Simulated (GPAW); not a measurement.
# Te2Mo (P6_3/mmc) in GPAW: settings compared

Aim: see how the results for Te2Mo move with the level of theory and the settings. Levels: vdW-DF-cx, revTPSS, PBE, vdW-DF2. Tasks: band structure, equation of state.

All numbers are computed with GPAW 26.7.0; they aren't measurements. Logs are shortened: lines on timing, memory, paths and dates and some standing lists are left out, and cuts for length are marked. The log counts tension as positive stress, the text compression.

**Measured values to compare with.**

“Broadband infrared study of pressure-tunable Fano resonance and metallization transition in 2H-MoTe2”, 2022, pmc:9569381 quotes, for a bulk crystal of Te2Mo at 300 K: band gap 0.88 ± 0.05 eV (indirect).

How close the calculation comes is told below.

## 1. Starting point

Symmetry: P6_3/mmc, No. 194, hexagonal system. Conventional cell: a = 3.518 Å, b = 3.518 Å, c = 13.974 Å, α = 90.00°, β = 90.00°, γ = 120.00°. Around Te (site symmetry 3m) lie 3 Mo at 2.72 Å. Mo (site symmetry -6m2) is surrounded by 6 Te at 2.72 Å.

## 2. Band structure, vdW-DF-cx, spin-orbit coupling, no magnetisation

Contents of run.py:

```python
import numpy as np
from ase.dft.bandgap import bandgap
from ase.io import read, write
from gpaw import GPAW, PW
from gpaw.spinorbit import soc_eigenstates

atoms = read('Te2Mo.cif')

calc = GPAW(mode=PW(600),
            xc={'name': 'vdW-DF-cx', 'backend': 'libvdwxc'},
            kpts={'size': (5, 5, 2), 'gamma': True},
            occupations={'name': 'fermi-dirac', 'width': 0.05},
            nbands=46,
            convergence={'density': 1e-05, 'energy': 1e-05},
            maxiter=150,
            txt='gpaw.txt')
atoms.calc = calc
energy = atoms.get_potential_energy()
forces = atoms.get_forces()
calc.write('gs.gpw')
write('result.traj', atoms)
print(f'Energy: {energy:.6f} eV')
print('Forces (eV/A):')
print(forces.round(4))
print('Fermi level:', round(calc.get_fermi_level(), 4), 'eV')
print(f'Gap: {bandgap(calc)[0]:.4f} eV, direct: {bandgap(calc, direct=True)[0]:.4f} eV')

path = atoms.cell.bandpath('GMKGALHA,LM,KH', npoints=80, eps=1e-4)
bs_calc = calc.fixed_density(kpts=path, symmetry='off', nbands=73,
                             convergence={'bands': 'CBM+6.0', 'eigenstates': 1e-6}, txt='bands.txt')
bs = bs_calc.band_structure()
bs.write('bs.json')
print(f'Gap on the path: {bandgap(bs_calc)[0]:.4f} eV')

soc = soc_eigenstates(bs_calc, theta=0, phi=0)
np.savetxt('soc_bands.dat', soc.eigenvalues(), fmt='%.4f')
mesh = soc_eigenstates('gs.gpw', theta=0, phi=0)
np.savetxt('soc_mesh.dat', mesh.eigenvalues(), fmt='%.4f')
print('Fermi level with spin-orbit coupling:', round(mesh.fermi_level, 4), 'eV')
```

Contents of Te2Mo.cif:

```cif
data_Te2Mo
_cell_length_a 3.51820000
_cell_length_b 3.51820000
_cell_length_c 13.97360000
_cell_angle_alpha 90.00000000
_cell_angle_beta 90.00000000
_cell_angle_gamma 120.00000000
_space_group_name_H-M_alt 'P6_3/mmc'
_space_group_name_Hall '-P 6c 2c'
_space_group_IT_number 194
loop_
_space_group_symop_operation_xyz
'x,y,z'
'-x,-y,-z'
'x-y,x,z+1/2'
'-x+y,-x,-z+1/2'
'-y,x-y,z'
'y,-x+y,-z'
'-x,-y,z+1/2'
'x,y,-z+1/2'
'-x+y,-x,z'
'x-y,x,-z'
'y,-x+y,z+1/2'
'-y,x-y,-z+1/2'
'-y,-x,-z+1/2'
'y,x,z+1/2'
'-x,-x+y,-z'
'x,x-y,z'
'-x+y,y,-z+1/2'
'x-y,-y,z+1/2'
'y,x,-z'
'-y,-x,z'
'x,x-y,-z+1/2'
'-x,-x+y,z+1/2'
'x-y,-y,-z'
'-x+y,y,z'
loop_
_atom_site_label
_atom_site_type_symbol
_atom_site_symmetry_multiplicity
_atom_site_Wyckoff_symbol
_atom_site_fract_x
_atom_site_fract_y
_atom_site_fract_z
_atom_site_occupancy
Te1 Te 4 f 0.6666666667 0.3333333333 0.3790000000 1
Mo1 Mo 2 c 0.6666666667 0.3333333333 0.7500000000 1
```

Potentials or basis: GPAW PAW data sets (gpaw-data 1.2.1), pw.

The run is started by

```bash
$ OMP_NUM_THREADS=1 python run.py
```

gpaw.txt:

```text
__  _  _
 | _ |_)|_||  |
 |__||  | ||/\| - 26.7.0

Input parameters:
  mode=PW(ecut=600.0),
  convergence={'density': 1e-05, 'energy': 1e-05},
  kpts=MonkhorstPack(size=(5, 5, 2), gamma=True),
  maxiter=150,
  nbands=46,
  occupations=Occupations(name='fermi-dirac', width=0.05),
  xc=XC(name='vdW-DF-cx', backend='libvdwxc')

Diagonalizing LCAO Hamiltonian
Converting LCAO to pw mode

        Te

           Mo

        Te

           Te

        Mo

           Te

Atoms  # Å, Bohr magnetons
|   | symbol |         x |        y |         z |    initial magnetic moments |
|---|--------|-----------|----------|-----------|-----------------------------|
| 0 |     Te |  1.759100 | 1.015617 |  5.295994 | ( 0.0000,  0.0000,  0.0000) |
| 1 |     Te | -0.000000 | 2.031234 |  8.677606 | ( 0.0000,  0.0000,  0.0000) |
| 2 |     Te |  0.000000 | 2.031234 | 12.282794 | ( 0.0000,  0.0000,  0.0000) |
| 3 |     Te |  1.759100 | 1.015617 |  1.690806 | ( 0.0000,  0.0000,  0.0000) |
| 4 |     Mo |  1.759100 | 1.015617 | 10.480200 | ( 0.0000,  0.0000,  0.0000) |
| 5 |     Mo | -0.000000 | 2.031234 |  3.493400 | ( 0.0000,  0.0000,  0.0000) |

Unit cell  # Å
| periodic |         x |        y |         z |   lengths |     angles |
|----------|-----------|----------|-----------|-----------|------------|
|      yes |  3.518200 | 0.000000 |  0.000000 |  3.518200 |  90.000000 |
|      yes | -1.759100 | 3.046851 |  0.000000 |  3.518200 |  90.000000 |
|      yes |  0.000000 | 0.000000 | 13.973600 | 13.973600 | 120.000000 |

Number of symmetries: 12
Symmetry operations  # r_c * U_cc + t_c -> r_c
|    | kind |            matrix            |
|----|------|------------------------------|
|  0 |  σ   |  1, 1, 0,  0,-1, 0,  0, 0, 1 |
|  1 |  S6  |  1, 1, 0, -1, 0, 0,  0, 0,-1 |
|  2 |  E   |  1, 0, 0,  0, 1, 0,  0, 0, 1 |
|  3 |  C2  |  1, 0, 0, -1,-1, 0,  0, 0,-1 |
|  4 |  C2  |  0, 1, 0,  1, 0, 0,  0, 0,-1 |
|  5 |  C3  |  0, 1, 0, -1,-1, 0,  0, 0, 1 |
|  6 |  S6  |  0,-1, 0,  1, 1, 0,  0, 0,-1 |
|  7 |  σ   |  0,-1, 0, -1, 0, 0,  0, 0, 1 |
|  8 |  σ   | -1, 0, 0,  1, 1, 0,  0, 0, 1 |
|  9 |  i   | -1, 0, 0,  0,-1, 0,  0, 0,-1 |
| 10 |  C3  | -1,-1, 0,  1, 0, 0,  0, 0, 1 |
| 11 |  C2  | -1,-1, 0,  0, 1, 0,  0, 0,-1 |

BZ-sampling:
  Number of BZ points: 50
  Number of IBZ points: 10

  Monkhorst-Pack size: [5, 5, 2]
  Monkhorst-Pack shift: [0.0, 0.0, 0.25]

K-points  # in reciprocal-cell coordinates
|   |                                coordinates |     weight |
|---|--------------------------------------------|------------|
| 0 | (  0.00000000,   0.00000000,   0.00000000) | 0.02000000 |
| 1 | (  0.00000000,   0.00000000,   0.50000000) | 0.02000000 |
| 2 | (  0.20000000,   0.00000000,   0.00000000) | 0.12000000 |
| 3 | (  0.20000000,   0.00000000,   0.50000000) | 0.12000000 |
| 4 | (  0.40000000,  -0.20000000,   0.00000000) | 0.12000000 |
| 5 | (  0.40000000,  -0.20000000,   0.50000000) | 0.12000000 |
| 6 | (  0.40000000,   0.00000000,   0.00000000) | 0.12000000 |
| 7 | (  0.40000000,   0.00000000,   0.50000000) | 0.12000000 |
| 8 | (  0.40000000,   0.40000000,   0.00000000) | 0.12000000 |
| 9 | (  0.40000000,   0.40000000,   0.50000000) | 0.12000000 |

Plane wave coefficients: 5024
Cutoff: 600.0 eV

Spin-components: 1 (collinear spins)
Bands:           46
Projectors:      32
Spin-degeneracy: 2
Datatype:        complex128

Parallelization:
  kpt:    1
  domain: 1
  band:   1

Density:
  Valence electrons: 52.0
  Components: 1
  Grid points: [20 20 80]
  Charge: 0.0  # |e|

Potential:
  Grid points: [20 20 80]

species:
  Te:
    name:    Tellurium
    Z:       52.0
    valence: 6
    core:    46
    charge:  0.0  # [|e|]
    compensation charges:
      type: gauss
      rc: 0.36  # [Å]
      lmax: 2
    cutoffs:
      filter: 2.09  # [Å]
      core: 3.17  # [Å]
    projectors
    | kind |    occ | energy [eV] | rcut [Å] |
    |------|--------|-------------|----------|
    |   5s |  2.000 |     -15.089 |    1.180 |
    |   5p |  4.000 |      -5.955 |    1.196 |
    |    s |        |      12.123 |    1.180 |
    |    p |        |      21.256 |    1.196 |
    |    d |        |       0.000 |    1.238 |

    Using partial waves for Te as LCAO basis

  Mo:
    name:    Molybdenum
    Z:       42.0
    valence: 14
    core:    28
    charge:  0.0  # [|e|]
    compensation charges:
      type: gauss
      rc: 0.38  # [Å]
      lmax: 2
    cutoffs:
      filter: 2.16  # [Å]
      core: 1.42  # [Å]
    projectors
    | kind |    occ | energy [eV] | rcut [Å] |
    |------|--------|-------------|----------|
    |   4s |  2.000 |     -64.307 |    1.238 |
    |   5s |  1.000 |      -4.084 |    1.238 |
    |   4p |  6.000 |     -38.491 |    1.296 |
    |   5p |  0.000 |      -1.044 |    1.296 |
    |   4d |  5.000 |      -3.754 |    1.296 |
    |    d |        |      23.458 |    1.296 |

    Using partial waves for Mo as LCAO basis

Reference energy: -959430.878998  # eV

eigensolver:
  PPCG
  Converge bands: occupied
  niter=2

density mixing:
  MSR1-Mixer
  Pratt-step length: 0.05
  Maximum mixing coefficient: 0.75
  Old densities: 10
  SVD Regularization: 0.005
  Good broyden scale: 1.0
  Trust region scale: 1.0
  Backstep threshold: 4.0
  History deletion threshold: 6.0
  Fourier metric: weight=20.0, sigma=0.015

occupation numbers:
  Fermi-Dirac:
    width: 0.0500  # eV

poisson solver:
  ecut: 4800.0  # eV

xc functional:
  name: vdW-DF-cx with libvdwxc
  Mode: serial
  Semilocal: GGA_X_LV_RPW86+LDA_C_PW with 2 nearest neighbor stencil
  Local blocksize: 40 x 40 x 160
  PAW datasets: PBE

convergence criteria:
- Maximum integral of absolute [dens]ity change: 1e-05 electrons / valence electron
- Maximum [total energy] change in last 3 cyles: 1e-05 eV / valence electron
- Maximum integral of absolute [eigenst]ate change: 4e-08 eV^2 / valence electron
maximum number of iterations: 150

SCF iterations
|iter     | |      energy | eigst |  dens |
|---------|-|-------------|-------|-------|
|iter:   1| |  255.482982 | +0.47 |       |
|iter:   2| |  255.661772 | -1.42 | -1.10 |
|iter:   3| |  256.330035 | -1.49 | -1.13 |
|iter:   4| |  256.596008 | -1.77 | -1.37 |
|iter:   5| |  256.642830 | -2.56 | -1.79 |
|iter:   6| |  256.638772 | -3.40 | -2.12 |
|iter:   7| |  256.641108 | -4.27 | -2.58 |
|iter:   8| |  256.641615 | -5.08 | -2.85 |
|iter:   9| |  256.641609c| -6.12 | -3.46 |
|iter:  10| |  256.641609c| -7.33 | -4.23 |
|iter:  11| |  256.641609c| -8.09c| -4.97 |
|iter:  12| |  256.641609c| -8.44c| -5.39c|

Converged in 12 steps
Energy contributions relative to reference atoms: (reference = -959430.878998)

Energy contributions:
  Kinetic:          19.503858
  Coulomb:         -25.415521
  Zero:             -0.753393
  External:          0.000000
  Xc:              263.306719
  Entropy:          -0.000107
  Spinorbit:         0.000000
  ----------------------------
  Free energy:     256.641556
  Extrapolated:    256.641609

dipole moment: (-0.000099, -0.000172, -0.000789)  # |e|*Ang

Fermi level: 8.344
Eigenvalues  # (at kpt = [0.000, 0.000, 0.000])
| band index |      eig [eV] | occ [0-2] |
|------------|---------------|-----------|
|          0 |       -52.759 |     2.000 |
|        ... |               |           |
|         18 |         6.218 |     2.000 |
|         19 |         6.978 |     2.000 |
|         20 |         6.988 |     2.000 |
|         21 |         6.988 |     2.000 |
|         22 |         7.024 |     2.000 |
|         23 |         7.024 |     2.000 |
[... 8 lines left out ...]
|         32 |        11.397 |     0.000 |
|         33 |        11.397 |     0.000 |
|        ... |               |           |
|         45 |        19.225 |     0.000 |

Gap: 0.679 eV
Transition (v -> c):
  (s=0, k=0, n=25, [0.00, 0.00, 0.00]) -> (s=0, k=4, n=26, [0.40, -0.20, 0.00])
Direct/indirect transitions are different
Direct gap: 1.268 eV
Transition at: (s=0, k=4, n=25, [0.40, -0.20, 0.00])

Forces  # eV/Ang
|        x |       y |        z |
|----------|---------|----------|
| -0.00000 | 0.00000 |  0.15985 |  # Te   0
|  0.00000 | 0.00000 | -0.15985 |  # Te   1
|  0.00000 | 0.00000 |  0.15982 |  # Te   2
| -0.00000 | 0.00000 | -0.15982 |  # Te   3
|  0.00000 | 0.00000 | -0.00002 |  # Mo   4
|  0.00000 | 0.00000 |  0.00002 |  # Mo   5

# Writing to gs.gpw (mode='')
```

Run time: 5.7 min. Hardware: 1 thread of Arm Neoverse V1, shared host; peak memory 0.98 GiB.

Results:

```yaml
Free_energy: 256.6416 eV
Largest_force: 0.160 eV/Å
Band_gap_on_the_k_mesh: 0.66 eV, indirect (least direct gap 1.19 eV)
Band_gap_along_the_path: 0.66 eV, indirect (least direct gap 0.95 eV)
```

Forces in eV/Å, atoms in the order of the input:
```
Te   0.000  0.000  0.160
Te   0.000  0.000 -0.160
Te   0.000  0.000  0.160
Te   0.000  0.000 -0.160
Mo   0.000  0.000  0.000
Mo   0.000  0.000  0.000
```

Levels at the corners of the path, in eV from the valence-band top:
| point | band 49 | band 50 | band 51 | band 52 | band 53 | band 54 | band 55 | band 56 |
| --- | --- | --- | --- | --- | --- | --- | --- | --- |
| Γ | -0.37 | -0.37 | 0.00 | 0.00 | 2.49 | 2.49 | 2.63 | 2.63 |
| M | -0.58 | -0.58 | -0.33 | -0.33 | 1.19 | 1.19 | 1.25 | 1.25 |
| K | -0.39 | -0.39 | -0.07 | -0.07 | 0.88 | 0.88 | 0.91 | 0.91 |
| Γ | -0.37 | -0.37 | 0.00 | 0.00 | 2.49 | 2.49 | 2.63 | 2.63 |
| A | -0.10 | -0.10 | -0.10 | -0.09 | 2.54 | 2.54 | 2.54 | 2.54 |
| L | -0.46 | -0.46 | -0.46 | -0.46 | 1.21 | 1.21 | 1.21 | 1.21 |
| H | -0.36 | -0.36 | -0.15 | -0.15 | 0.89 | 0.89 | 0.93 | 0.93 |
| A | -0.10 | -0.10 | -0.10 | -0.09 | 2.54 | 2.54 | 2.54 | 2.54 |
| L | -0.46 | -0.46 | -0.46 | -0.46 | 1.21 | 1.21 | 1.21 | 1.21 |
| M | -0.58 | -0.58 | -0.33 | -0.33 | 1.19 | 1.19 | 1.25 | 1.25 |
| K | -0.39 | -0.39 | -0.07 | -0.07 | 0.88 | 0.88 | 0.91 | 0.91 |
| H | -0.36 | -0.36 | -0.15 | -0.15 | 0.89 | 0.89 | 0.93 | 0.93 |

Caveat: the k mesh is coarse; spin-orbit coupling was added after a scalar SCF, so levels and gaps hold it while energy, forces, pressure and moments don't; this program's spin-orbit splittings come out too wide for heavy elements; the PAW data sets were made with another functional, which shifts forces and pressure a little.

(Continued in part 2 of 3.)
